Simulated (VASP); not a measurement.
Wanted: the native input for a VASP 6.6.1 run.

```
Task                   : band structure
Functional             : SCAN
Potentials or basis    : VASP PAW PBE potentials, release 64 (Zn)
Cutoff                 : 520 eV
k mesh                 : 12 × 12 × 12
Occupations            : fermi-dirac, width 0.05 eV
Spin                   : no spin polarisation
Further INCAR settings : ALGO = Normal; EDIFF = 1e-06
```

The structure of Zn lies in POSCAR:

```
Zn
1.0
    0.0000000000      1.9647760000      1.9647760000
    1.9647760000      0.0000000000      1.9647760000
    1.9647760000      1.9647760000      0.0000000000
Zn
1
Direct
    0.0000000000      0.0000000000      0.0000000000
```

This isn't the form of Zn at room conditions, which is hcp.

One way to write it, as run:

INCAR

```
  ALGO = Normal
  EDIFF = 1E-6
  ENCUT = 520
  ISIF = 2
  ISMEAR = -1
  LASPH = True
  LCHARG = False
  LMIXTAU = True
  LREAL = False
  LWAVE = False
  METAGGA = SCAN
  NELM = 100
  PREC = Accurate
  SIGMA = 0.05
```

KPOINTS

```
k-points
0
Gamma
  12 12 12
```

KPOINTS_OPT

```
path GXWKGLUWLK,UX
15
line-mode
reciprocal
 0.0000000000  0.0000000000  0.0000000000  G
 0.5000000000  0.0000000000  0.5000000000  X

 0.5000000000  0.0000000000  0.5000000000  X
 0.5000000000  0.2500000000  0.7500000000  W

 0.5000000000  0.2500000000  0.7500000000  W
 0.3750000000  0.3750000000  0.7500000000  K

 0.3750000000  0.3750000000  0.7500000000  K
 0.0000000000  0.0000000000  0.0000000000  G

 0.0000000000  0.0000000000  0.0000000000  G
 0.5000000000  0.5000000000  0.5000000000  L

 0.5000000000  0.5000000000  0.5000000000  L
 0.6250000000  0.2500000000  0.6250000000  U

 0.6250000000  0.2500000000  0.6250000000  U
 0.5000000000  0.2500000000  0.7500000000  W

 0.5000000000  0.2500000000  0.7500000000  W
 0.5000000000  0.5000000000  0.5000000000  L

 0.5000000000  0.5000000000  0.5000000000  L
 0.3750000000  0.3750000000  0.7500000000  K

 0.6250000000  0.2500000000  0.6250000000  U
 0.5000000000  0.0000000000  0.5000000000  X
```

Potentials or basis: VASP PAW PBE potentials, release 64 (Zn).

Command:

```bash
$ cat potpaw_PBE.64/Zn/POTCAR > POTCAR
$ mpirun -np 1 vasp_std > vasp.out
```

Results of the run:

```json
{
 "Pressure": "-6.6 GPa",
 "Band gap along the path": "none (metal or under the smearing width)"
}
```

Caveat: the PAW data sets were made with another functional, which shifts forces and pressure a little.

It took 74 s on 1 thread of Intel(R) Xeon(R) Platinum 8259CL CPU @ 2.50GHz (Skylake/Cascade Lake), with other jobs on the host, peak memory 0.15 GiB.
